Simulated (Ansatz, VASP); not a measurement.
H in VASP and in Ansatz

```
H
1.0
     2.64964    0.00000    0.00000
     0.00000    2.64964    0.00000
     0.00000    0.00000    0.98049
H
1
Direct
  0.00000 0.00000 0.50000
```

Alike in both runs: task relaxation of cell and atoms; functional PBE; k mesh 10 × 10 × 26; occupations fermi-dirac, width 0.05 eV; no spin polarisation.

```csv
,VASP,Ansatz
version,VASP 6.6.1,Ansatz 0.2.0
potentials or method,"VASP PAW PBE potentials, release 64 (H)",Ansatz PAW
plane-wave cutoff (eV),900,420
valence electrons in the cell,1,1
```

```csv
,VASP,Ansatz,Ansatz less VASP
"gap on the k mesh at the Fermi level, each at its own relaxed structure (eV)",none,none,-
relaxed volume (Å³/atom),11.15,11.49,+0.341
relaxed cell length with the largest relative difference (Å),3.363,3.413,+0.0503
energy change over the relaxation (meV/atom),-19,-20,-0.5
```

A gap of «none» marks a metal or a gap that the smearing closes.

Caveats: the volume moved by over 15 % at a fixed basis, so the end points are rough; the plane-wave basis is chosen anew once the cell has moved, so the energies of steps on either side of that aren't comparable (Ansatz).
